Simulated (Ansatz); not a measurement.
# Al3Cu: the cost of one run

Method: DFT PBEsol, scalar-relativistic, plane waves, PAW, in Ansatz 0.2.0.

1 further run of the same task is left out (set aside as unsound or not needed).

## 1. Starting point

It takes space group P4/mmm (No. 123, tetragonal). Conventional cell: a = 2.780 Å, b = 2.780 Å, c = 7.603 Å, α = 90.00°, β = 90.00°, γ = 90.00°. Al (site symmetry 4/mmm) is surrounded by 12 Al at 2.78 to 2.89 Å. Around Al (site symmetry 4mm) lie 4 Cu at 2.58 Å and 8 Al at 2.78 to 2.89 Å. Around Cu (site symmetry 4/mmm) lie 8 Al at 2.58 Å and 4 Cu at 2.78 Å.

Coordinates:

```cif
data_structure
_symmetry_space_group_name_H-M 'P 1'
_symmetry_Int_Tables_number 1
_cell_length_a 2.7797
_cell_length_b 2.7797
_cell_length_c 7.6030
_cell_angle_alpha 90.000
_cell_angle_beta 90.000
_cell_angle_gamma 90.000
_cell_volume 58.75
loop_
_atom_site_label
_atom_site_type_symbol
_atom_site_fract_x
_atom_site_fract_y
_atom_site_fract_z
_atom_site_occupancy
Al1 Al 0.00000 0.00000 0.50000 1
Al2 Al 0.50000 0.50000 0.22069 1
Al3 Al 0.50000 0.50000 0.77931 1
Cu1 Cu 0.00000 0.00000 0.00000 1
```

It goes back to an entry of the Materials Project, which need not be the stable form.

It is the result of an earlier relaxation at this level (volume 14.69 Å³/atom; gap on the mesh: none (metal)).

## 2. Relaxing at -3 GPa

Input file input.yaml:

```yaml
crystal:
  lattice:
    - [2.805931786, 0.0, 0.0]
    - [0.0, 2.805931786, 0.0]
    - [0.0, 0.0, 7.6747524618]
  atoms:
    - { symbol: Al, position: [0.0, 0.0, 0.5] }
    - { symbol: Al, position: [0.5, 0.5, 0.2206884218] }
    - { symbol: Al, position: [0.5, 0.5, 0.7793115782] }
    - { symbol: Cu, position: [0.0, 0.0, 0.0] }
basis:
  ecutwfc: 420
kpoints:
  mp_grid: { grid: [16, 16, 6] }
hamiltonian:
  xc: pbesol
scf:
  occupations: { method: gaussian, width: 0.1 }
output:
  forces: true
  stress: true
  eigenvalues: true
relax:
  adjacent_minimum: "off"
  f_tol: 0.008
  max_steps: 50
  cell: { stress_tol: 0.08, p_target: -3.0 }
```

Started as:

```console
ansatz run input.yaml --threads 1 --pin off --max-ram 2560MiB --backend cpu --events-out ev --progress --plain --runs-dir out
```

Q: Estimate wall time and peak memory on 1 thread of Arm Neoverse V2, shared host.

About 38 s, with a peak of 0.39 GiB.
